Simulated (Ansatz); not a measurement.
# TiSi2N4 monolayer in a perpendicular field, part 3 of 3

What dipole does a perpendicular field induce in the TiSi2N4 monolayer, and does the gap follow? A positive field points along +c.

Ansatz 0.2.0; plane-wave DFT, PBE-D3(BJ), Ansatz PAW.

So far, gap, the smaller of path and mesh (eV): step 3 (single point, field 0) 1.37; step 4 (field 0.1 V/Å) 1.36; step 5 (field -0.1 V/Å) 1.36; step 6 (field 0.5 V/Å) 1.33; step 7 (field -0.3 V/Å) 1.35.

## Step 8: Response, atoms held

This step: plane-wave DFT, PBE-D3(BJ), Ansatz PAW; response to a field along the normal, atoms held (Ansatz 0.2.0).

The dipoles give the slope, and the difference of two potentials shows where the field is screened.

Numbers from this step:

| Item | Value |
| --- | --- |
| equivalent conductor thickness p/(ε₀AE) | 7.888 Å |
| distance between the outer atoms | 6.873 Å |

The dipole of the cell by applied field:

```
applied field (V/Å)  dipole of the cell (e·Å)
             -0.300                   -0.0967
             -0.100                   -0.0322
              0.000                    5.9e-7
              0.100                    0.0322
              0.500                     0.161
```

Local field over the applied field, running mean. From the potentials at -0.1 and 0.1 V/Å; running mean over 2.5 Å. Table of local field over applied field by z:

z (Å), local field over applied field and a bar:
```
        5      0.998 ##############################
        6      0.982 #############################
        7      0.864 ##########################
        8      0.555 ################
        9      0.271 #######
       10      0.156 ###
       11      0.115 ##
       12      0.059 
       13      0.066 
       14      0.119 ##
       15      0.163 ###
       16      0.298 ########
       17      0.598 #################
       18      0.892 ###########################
       19      0.987 ##############################
       20      0.999 ##############################
```

The induced electron density oscillates, so the rows of the table below give means over windows of 0.5 Å about each position, cut where the curve ends. Its maxima inside the range that stand out by 2 % of the span (Å: e/Å³ per V/Å): 8.15: 0.00388, 9.12: 0.00111, 10.50: 0.00129, 11.33: 0.00152, 12.85: 0.00123, 13.96: -4.7e-4, 15.20: 0.00176, 16.03: -4.0e-4. Its minima: 8.84: 4.0e-4, 9.67: -0.00176, 10.92: 4.7e-4, 12.02: -0.00123, 13.54: -0.00152, 14.37: -0.00129, 15.75: -0.00111, 16.72: -0.00388.

Electrons, planar mean, per unit field. The induced electron density by z; means over each step:

```
z (Å)  induced electron density (e/Å³ per V/Å)
  4.5                                   1.8e-6
  5.0                                   6.5e-6
  5.5                                   2.4e-5
  6.0                                   8.0e-5
  6.5                                   2.5e-4
  7.0                                   7.4e-4
  7.5                                  0.00186
  8.0                                  0.00346
  8.5                                  0.00262
  9.0                                   7.8e-4
  9.5                                  -7.1e-4
 10.0                                  -6.4e-4
 10.5                                  0.00108
 11.0                                   7.7e-4
 11.5                                   6.9e-4
 12.0                                  -9.8e-4
 12.5                                   2.0e-4
 13.0                                   8.4e-4
 13.5                                 -0.00102
 14.0                                  -7.6e-4
 14.5                                  -9.1e-4
 15.0                                  0.00114
 15.5                                   3.5e-5
 16.0                                  -8.8e-4
 16.5                                 -0.00323
 17.0                                 -0.00311
 17.5                                 -0.00150
 18.0                                  -5.7e-4
 18.5                                  -1.9e-4
 19.0                                  -5.9e-5
 19.5                                  -1.7e-5
 20.0                                  -4.7e-6
 20.5                                  -1.3e-6
```

The smaller of the gaps on the path and on the k-mesh, counted as 0 under 0.03 eV. The gap by applied field:

```
applied field (V/Å)  gap (eV)
             -0.300      1.35
             -0.100      1.36
              0.000      1.37
              0.100      1.36
              0.500      1.33
```

By hand: between -0.1 and 0.1 V/Å the dipole changes by 0.06443 e·Å, a slope of 0.3221 e·Å²/V. A perfect conductor of thickness t has p = ε₀AEt, so t = 180.95 × 0.3221 / 7.390 = 7.89 Å (e/ε₀ = 180.95 V·Å, A in Å²).

The induced dipole is that of a conductor 7.89 Å thick.

## Step 9: Relaxing in the field, field 0.1 V/Å

This step: plane-wave DFT, PBE-D3(BJ), Ansatz PAW (Ansatz 0.2.0).

Now the atoms may follow the field. A weak field makes forces of meV/Å to tens of meV/Å, so the force tolerance is set well below the usual one.

The input, input.yaml:

```yaml
crystal:
  lattice:
    - [2.9211030619, 0.0, 0.0]
    - [-1.460551531, 2.5297494587, 0.0]
    - [0.0, 0.0, 24.872785848]
  atoms:
    - { symbol: "N", position: [0.0, 0.0, 0.3618412531] }
    - { symbol: Si, position: [0.3333333333, 0.6666666667, 0.3825547936] }
    - { symbol: "N", position: [0.3333333333, 0.6666666667, 0.452763396] }
    - { symbol: Ti, position: [0.0, 0.0, 0.5] }
    - { symbol: "N", position: [0.3333333333, 0.6666666667, 0.547236604] }
    - { symbol: Si, position: [0.3333333333, 0.6666666667, 0.6174452064] }
    - { symbol: "N", position: [0.0, 0.0, 0.6381587469] }
kpoints:
  mp_grid: { grid: [12, 12, 1] }
hamiltonian:
  xc: pbe
  dispersion: d3bj
scf:
  occupations: { method: fermi_dirac, width: 0.05 }
  convergence: { dr2_threshold: 1.0e-10 }
efield:
  axis: 3
  dipole_correction: true
  ramp_position: 0.97
  ramp_width: 0.06
  amplitude: 0.1
relax:
  f_tol: 0.001
  max_steps: 60
output:
  write_potential: true
  write_density: true
  volumetric_format: npy
```

Started as:

```
$ ansatz run input.yaml --threads 2 --pin off --max-ram 3072MiB --backend cpu --events-out ev --progress --plain --runs-dir out
```

Numbers of over 12 decimals in the logs are rounded to 6 here.

Log:

```text
[...]
Crystal: 7 atoms, lattice volume = 183.801 Å³
Basis set: ecut = 420 eV, 3551 PW (Γ), exchange–correlation on 40×40×360 points (8 copies of the dense FFT grid, shifted against one another)
Bands: 27, of which v1, the nominal top of the filled ones, is band 20 counted from 1 (19 counted from 0)
Symmetry: 6 space group operations
k-points: 19 of 144 (time reversal used)
[...]
SCF iter   1: F=—  HF=-5325.288563 eV  |F-HF|=—  |Δ(HF+E_count)|=         —  Δρ=1.27e-1  dr2=3.37e1  ethr=3.10e-3  p=0.037 e·Å  D=3.68e-2 V/Å  ΔV_dip=-0.92 eV  dr2_dipole=5.58e-4  V_vac-E_F(+/−)=10.45/9.15 eV  ⟨swp⟩=8.8  Hψ=3100  notcnv=0  defer=9
[...]
SCF iter  18: F=-5316.217314 eV  HF=-5316.217314 eV  |F-HF|=9.28e-11  |Δ(HF+E_count)|=  7.49e-10  Δρ=9.87e-8  dr2=2.50e-11  ethr=1.00e-12  p=0.032 e·Å  D=3.17e-2 V/Å  ΔV_dip=-0.79 eV  dr2_dipole=9.04e-12  V_vac-E_F(+/−)=6.73/5.30 eV  ⟨swp⟩=6.9  Hψ=2846  notcnv=0
SCF 1 converged in 18 iterations: F = -5316.217314 eV  dr2 = 2.50e-11
[...]
relax step   1: F+E_penalty+E_count = -5316.21731432 eV  Δ(F+E_penalty+E_count) = +0.000e0 eV  max|allowed force component| = 5.785e-2 eV/Å  Δτ_max = 0.0000 Å  (18 SCF iters, accepted)
[...]
SCF iter   9: F=-5316.217422 eV  HF=-5316.217422 eV  |F-HF|=1.64e-11  |Δ(HF+E_count)|=  2.76e-10  Δρ=2.22e-7  dr2=6.66e-11  ethr=1.00e-12  p=0.034 e·Å  D=3.32e-2 V/Å  ΔV_dip=-0.83 eV  dr2_dipole=1.72e-13  V_vac-E_F(+/−)=6.71/5.32 eV  ⟨swp⟩=8.6  Hψ=3060  notcnv=0
SCF 2 converged in 9 iterations: F = -5316.217422 eV  dr2 = 6.66e-11
relax step   2: F+E_penalty+E_count = -5316.21742167 eV  Δ(F+E_penalty+E_count) = -1.073e-4 eV  max|allowed force component| = 3.088e-2 eV/Å  Δτ_max = 0.0010 Å  (9 SCF iters, accepted)
SCF iter   1: F=—  HF=-5316.217437 eV  |F-HF|=—  |Δ(HF+E_count)|=         —  Δρ=9.10e-5  dr2=1.00e-4  ethr=1.03e-6  p=0.034 e·Å  D=3.32e-2 V/Å  ΔV_dip=-0.83 eV  dr2_dipole=4.29e-5  V_vac-E_F(+/−)=6.71/5.32 eV  ⟨swp⟩=3.1  Hψ=1150  notcnv=0  defer=31
[...]
SCF iter   9: F=-5316.217452 eV  HF=-5316.217452 eV  |F-HF|=6.91e-11  |Δ(HF+E_count)|=  5.00e-11  Δρ=2.24e-7  dr2=8.78e-11  ethr=1.00e-12  p=0.035 e·Å  D=3.45e-2 V/Å  ΔV_dip=-0.86 eV  dr2_dipole=3.23e-13  V_vac-E_F(+/−)=6.69/5.34 eV  ⟨swp⟩=8.7  Hψ=3061  notcnv=0
SCF 3 converged in 9 iterations: F = -5316.217452 eV  dr2 = 8.78e-11
relax step   3: F+E_penalty+E_count = -5316.21745170 eV  Δ(F+E_penalty+E_count) = -3.002e-5 eV  max|allowed force component| = 4.540e-3 eV/Å  Δτ_max = 0.0006 Å  (9 SCF iters, accepted)
[...]
relax step   4: F+E_penalty+E_count = -5316.21745290 eV  Δ(F+E_penalty+E_count) = -1.208e-6 eV  max|allowed force component| = 1.021e-3 eV/Å  Δτ_max = 0.0003 Å  (8 SCF iters, accepted)
SCF iter   1: F=—  HF=-5316.217444 eV  |F-HF|=—  |Δ(HF+E_count)|=         —  Δρ=9.03e-6  dr2=1.79e-7  ethr=7.27e-9  p=0.035 e·Å  D=3.45e-2 V/Å  ΔV_dip=-0.86 eV  dr2_dipole=2.84e-10  V_vac-E_F(+/−)=6.69/5.34 eV  ⟨swp⟩=3.3  Hψ=1436  notcnv=0  defer=31
[...]
SCF iter   7: F=-5316.217453 eV  HF=-5316.217453 eV  |F-HF|=2.00e-11  |Δ(HF+E_count)|=  3.45e-10  Δρ=1.88e-7  dr2=2.47e-11  ethr=1.00e-12  p=0.035 e·Å  D=3.44e-2 V/Å  ΔV_dip=-0.86 eV  dr2_dipole=2.42e-12  V_vac-E_F(+/−)=6.69/5.34 eV  ⟨swp⟩=7.8  Hψ=3245  notcnv=0
SCF 5 converged in 7 iterations: F = -5316.217453 eV  dr2 = 2.47e-11
relax step   5: F+E_penalty+E_count = -5316.21745300 eV  Δ(F+E_penalty+E_count) = -9.179e-8 eV  max|allowed force component| = 1.518e-5 eV/Å  Δτ_max = 0.0001 Å  (7 SCF iters, accepted)
[...]
the band table was solved once a step of the walk had ended and its energy, with any forces and stress, was formed, with the checks that follow a solve (3517 applications of the Hamiltonian). They found nothing against the state; the energy, forces and stress were not computed again (output.eigenvalues in the input reference)
[...]
SCF converged after 7 iterations
Free energy (F): -5316.217453 eV
[...]
Internal energy: -5316.217453 eV  (E = F + TS)
E sigma→0 (E₀):  -5316.217453 eV
Entropy (-TS):   -0.000000 eV (-0.000 meV/atom)
Fermi energy:    0.273154 eV
Dipole field:    D = 0.034442 V/Å  (p = 0.034985 e·Å, saw-weighted, corrected)
Work function:   not extracted (applied field tilts the vacuum); planar V_es + V_field profile in the machine report
[...]
--- Forces (eV/Å), atoms counted from 1 ---
  atom   1  N      0.00000000    -0.00000000    -0.00001120
  atom   2  Si    -0.00000000     0.00000000    -0.00000471
  atom   3  N      0.00000000     0.00000000    -0.00001074
  atom   4  Ti     0.00000000     0.00000000     0.00001607
  atom   5  N      0.00000000     0.00000000     0.00001048
  atom   6  Si    -0.00000000    -0.00000000     0.00001507
  atom   7  N      0.00000000    -0.00000000    -0.00000877
  max |Σ_I F_I| component: 6.21e-6 eV/Å
--- Band table (eV; the first three rows and the last of 19) ---
  k-point 0: bands = [... 16 lower, -2.0895, -0.9519, -0.8141, -0.8141, 2.0209, 4.0769, 4.0769, 4.1845, ... 3 higher]
  k-point 1: bands = [... 16 lower, -2.0017, -1.0935, -0.9365, -0.7539, 1.9586, 3.9594, 3.9841, 4.1425, ... 3 higher]
  k-point 2: bands = [... 16 lower, -1.7652, -1.4289, -1.2413, -0.8195, 1.6435, 3.8860, 3.9673, 4.0361, ... 3 higher]
  k-point 18: bands = [... 16 lower, -3.0797, -2.7077, -1.0058, -0.3514, 1.4859, 2.9833, 4.3158, 4.7196, ... 3 higher]
--- Relaxed structure (5 steps of the walk, 5 accepted, 0 SCFs on fresh bases) ---
  F+E_penalty+E_count = -5316.21745300 eV   max|allowed force component| = 1.518e-5 eV/Å
  atoms:
    - { symbol: N, position: [1.0530907309197632e-17, -5.1378578216669495e-17, 0.361783] }
    - { symbol: Si, position: [0.333333, 0.666667, 0.382592] }
    - { symbol: N, position: [0.333333, 0.666667, 0.452757] }
    - { symbol: Ti, position: [1.0612483993990143e-17, -5.133778987427288e-17, 0.500053] }
    - { symbol: N, position: [0.333333, 0.666667, 0.547231] }
    - { symbol: Si, position: [0.333333, 0.666667, 0.617483] }
    - { symbol: N, position: [1.0531816957959036e-17, -5.1378123392288787e-17, 0.638101] }
```

Wall time 19 s (2 threads of Intel Xeon 6975P-C (Granite Rapids), shared host); peak memory 0.47 GiB.

No atom moved by 0.005 Å in the relaxation.

This step gave:

- dipole along the normal: 0.03498 e·Å

The relaxation took 5 steps and lowered the energy by 1.4e-4 eV; the largest force on the free atoms ends at 1.5e-5 eV/Å.

The dipole is 0.0350 e·Å, and the gap on the mesh 1.369 eV.

## Step 10: Relaxing in the field, field -0.1 V/Å

The opposite sign, again from the field-free geometry; the difference of the two cancels what relaxes without a field.

Changes to input.yaml since step 9:

```diff
@@ -26,3 +26,3 @@
   ramp_width: 0.06
-  amplitude: 0.1
+  amplitude: -0.1
 relax:
```

Log:

```text
[...]
Crystal: 7 atoms, lattice volume = 183.801 Å³
Basis set: ecut = 420 eV, 3551 PW (Γ), exchange–correlation on 40×40×360 points (8 copies of the dense FFT grid, shifted against one another)
Bands: 27, of which v1, the nominal top of the filled ones, is band 20 counted from 1 (19 counted from 0)
Symmetry: 6 space group operations
k-points: 19 of 144 (time reversal used)
[...]
- { symbol: Si, position: [0.333333, 0.666667, 0.382517] }
    - { symbol: N, position: [0.333333, 0.666667, 0.452769] }
    - { symbol: Ti, position: [1.0534621358424487e-17, -5.137672119205605e-17, 0.499947] }
    - { symbol: N, position: [0.333333, 0.666667, 0.547243] }
    - { symbol: Si, position: [0.333333, 0.666667, 0.617408] }
    - { symbol: N, position: [1.0616198150353873e-17, -5.133593279609101e-17, 0.638217] }
[key lines of the parts left out:]
SCF converged after 7 iterations
Free energy (F): -5316.217453 eV
Fermi energy:    0.273154 eV
Dipole field:    D = -0.034442 V/Å  (p = -0.034985 e·Å, saw-weighted, corrected)
```

Elapsed: 17 s, on 2 threads; peak memory 0.47 GiB.

No atom moved by 0.005 Å in the relaxation.

Numbers from this step:

- dipole along the normal: -0.03498 e·Å

The relaxation took 5 steps and lowered the energy by 1.4e-4 eV; the largest force on the free atoms ends at 1.5e-5 eV/Å.

The dipole is -0.0350 e·Å, and the gap on the mesh 1.369 eV.

## Step 11: Response, atoms relaxed

This step: plane-wave DFT, PBE-D3(BJ), Ansatz PAW; response to a field along the normal, atoms relaxed (Ansatz 0.2.0).

The same analysis on the two relaxed runs holds the ionic part too; their mesh is coarser, so small differences from the held value can come from that.

This step gave:

```
equivalent conductor thickness p/(ε₀AE) : 8.567 Å
```

The dipole of the cell by applied field:

```
applied field (V/Å)  dipole of the cell (e·Å)
            -0.1000                   -0.0350
             0.1000                    0.0350
```

Local field over the applied field, running mean. From the potentials at -0.1 and 0.1 V/Å; running mean over 2.5 Å. Local field over applied field against z:

```
z (Å)  local field over applied field
  4.5                           1.000
  5.0                           0.998
  5.5                           0.995
  6.0                           0.982
  6.5                           0.946
  7.0                           0.831
  7.5                           0.679
  8.0                           0.646
  8.5                           0.320
  9.0                           0.126
  9.5                           0.113
 10.0                           0.122
 10.5                          0.0302
 11.0                          0.0979
 11.5                          0.0258
 12.0                         -0.0854
 12.5                         -0.0618
 13.0                         -0.0805
 13.5                          0.0672
 14.0                          0.0711
 14.5                          0.0434
 15.0                           0.144
 15.5                           0.105
 16.0                           0.147
 16.5                           0.417
 17.0                           0.677
 17.5                           0.691
 18.0                           0.877
 18.5                           0.959
 19.0                           0.987
 19.5                           0.996
 20.0                           0.999
 20.5                           1.000
```

The induced electron density oscillates, so the rows of the table below give means over windows of 2.21 Å about each position, cut where the curve ends. Its maxima inside the range that stand out by 2 % of the span (Å: e/Å³ per V/Å): 8.6: 0.0149, 10.6: 0.00356, 12.9: 0.0342, 15.5: 0.0145. Its minima: 9.4: -0.0145, 12.0: -0.0342, 14.2: -0.00356, 16.3: -0.0149.

Electrons, planar mean, per unit field. Induced electron density against z; means over each step:

```
z (Å)  induced electron density (e/Å³ per V/Å)
 5.11                                   2.2e-5
 7.32                                  0.00305
 9.53                                 -0.00123
11.74                                 -0.00466
13.95                                  0.00469
16.16                                 -0.00133
18.37                                  -5.4e-4
20.58                                  -4.4e-6
```

The induced dipole is that of a conductor 8.57 Å thick.

## Step 12: Varying the input: efield.amplitude = -0.1

This step: plane-wave DFT, PBE-D3(BJ), Ansatz PAW (Ansatz 0.2.0).

A run with a changed input: it repeats the earlier run at 0.1 V/Å with efield.amplitude from 0.1 to -0.1.

Changes to input.yaml since step 10:

```diff
@@ -14,3 +14,6 @@
 kpoints:
-  mp_grid: { grid: [12, 12, 1] }
+  mp_grid: { grid: [18, 18, 1] }
+  band_path:
+    path: [[0, 0, 0], [0.5, 0, 0], [0.33333333, 0.33333333, 0], [0, 0, 0]]
+    npoints: 16
 hamiltonian:
@@ -27,5 +30,2 @@
   amplitude: -0.1
-relax:
-  f_tol: 0.001
-  max_steps: 60
 output:
```

Log:

```text
[...]
Crystal: 7 atoms, lattice volume = 183.801 Å³
Basis set: ecut = 420 eV, 3551 PW (Γ)
Bands: 27, of which v1, the nominal top of the filled ones, is band 20 counted from 1 (19 counted from 0)
Symmetry: 6 space group operations
k-points: 37 of 324 (time reversal used)
[...]
SCF iter   1: F=—  HF=-5325.288998 eV  |F-HF|=—  |Δ(HF+E_count)|=         —  Δρ=1.27e-1  dr2=3.37e1  ethr=3.10e-3  p=-0.037 e·Å  D=-3.68e-2 V/Å  ΔV_dip=0.92 eV  dr2_dipole=5.41e-4  V_vac-E_F(+/−)=9.15/10.47 eV  ⟨swp⟩=8.8  Hψ=6012  notcnv=0  defer=14
[...]
SCF iter  18: F=-5316.217254 eV  HF=-5316.217254 eV  |F-HF|=4.55e-12  |Δ(HF+E_count)|=  9.82e-11  Δρ=1.06e-7  dr2=1.86e-11  ethr=1.00e-12  p=-0.032 e·Å  D=-3.17e-2 V/Å  ΔV_dip=0.79 eV  dr2_dipole=3.00e-12  V_vac-E_F(+/−)=5.30/6.74 eV  ⟨swp⟩=12.4  Hψ=4427  notcnv=0
SCF 1 converged in 18 iterations: F = -5316.217254 eV  dr2 = 1.86e-11
[...]
SCF converged after 18 iterations
Free energy (F): -5316.217254 eV
[...]
Internal energy: -5316.217254 eV  (E = F + TS)
E sigma→0 (E₀):  -5316.217254 eV
Entropy (-TS):   -0.000000 eV (-0.000 meV/atom)
Fermi energy:    0.272957 eV
Dipole field:    D = -0.031713 V/Å  (p = -0.032212 e·Å, saw-weighted, corrected)
Work function:   not extracted (applied field tilts the vacuum); planar V_es + V_field profile in the machine report
[...]
--- Band table (eV; the first three rows and the last of 37) ---
  k-point 0: bands = [... 16 lower, -2.0894, -0.9515, -0.8141, -0.8141, 2.0209, 4.0773, 4.0773, 4.1842, ... 3 higher]
  k-point 1: bands = [... 16 lower, -2.0497, -1.0214, -0.8701, -0.7720, 2.0004, 4.0089, 4.0562, 4.1436, ... 3 higher]
  k-point 2: bands = [... 16 lower, -1.9367, -1.1857, -1.0237, -0.7552, 1.8830, 3.9213, 3.9451, 4.1131, ... 3 higher]
  k-point 36: bands = [... 16 lower, -3.0795, -2.7076, -1.0066, -0.3503, 1.4860, 2.9833, 4.3158, 4.7197, ... 3 higher]
```

Elapsed: 18 s, on 2 threads; peak memory 0.54 GiB.

This step gave:

```
dipole along the normal            : -0.03221 e·Å
gap along the path                 : 1.365 eV
smallest direct gap along the path : 1.821 eV
gap, the smaller of path and mesh  : 1.364 eV
```

The electronic bands at the labelled points (eV, zero at the Fermi level of the run, which the smearing sets inside the gap):

```
  point  band 17  band 18  band 19  band 20  band 21  band 22  band 23  band 24
      Γ    -2.36    -1.22    -1.09    -1.09     1.75     3.80     3.80     3.91
halfway    -2.14    -1.88    -1.72    -1.26     0.98     3.55     3.64     3.86
      M    -2.49    -1.77    -1.61    -1.10     0.76     3.13     3.46     3.55
halfway    -2.56    -2.28    -1.36    -0.99     0.94     3.14     3.93     4.14
      K    -3.35    -2.98    -1.28    -0.62     1.21     2.71     4.04     4.45
halfway    -2.35    -1.71    -1.45    -1.40     0.85     3.52     3.75     3.93
      Γ    -2.36    -1.22    -1.09    -1.09     1.75     3.80     3.80     3.91
```

```
                               quantity  this run  earlier run  difference
          dipole along the normal (e·Å)  -0.03221      0.03221      -0.064
                gap along the path (eV)     1.365        1.365           0
smallest direct gap along the path (eV)     1.821        1.821           0
```

The applied field differs, and the slope found earlier predicts a dipole of -0.0322 e·Å; this run gives -0.0322 e·Å, in line with it.

## Step 13: Summary of results

```json
{
  "gap without field": "1.37 eV",
  "ionisation energy, upper face": "6.65 eV",
  "electron affinity, upper face": "5.28 eV",
  "equivalent conductor thickness, atoms held": "7.89 Å",
  "equivalent conductor thickness, atoms relaxed": "8.57 Å"
}
```

**Reading.** The induced dipole equals that of a perfect conductor 7.89 Å thick, while the outer atoms lie 6.87 Å apart; an out-of-plane ε follows only once a thickness t is chosen, by 1 − 1/ε = 7.89 Å / t. The gap goes from 1.37 eV to 1.33 eV at 0.5 V/Å. Letting the atoms follow the field adds 0.68 Å to the equivalent conductor thickness: the ionic part of the response. Semilocal functionals give gaps that are too small, and excitons are not included. The outer anions sit over the metal atoms, one of several polytypes of such layers and not the lowest for every compound.

[Logs are printed without paths, hosts, clocks, repeated set-up lines and the standing remarks that a program may print on its own settings, such as how far it seeks lower states.]

[Hosts, paths, dates, database ids (printed as entryN), source tags and the programs' standing remarks are cut or masked in the printed files.]

[Maps of the electrostatic potential energy from Ansatz leave out the sawtooth potential of an applied field or a dipole correction, so their vacuum need not be flat; planar profiles and work functions include it.]
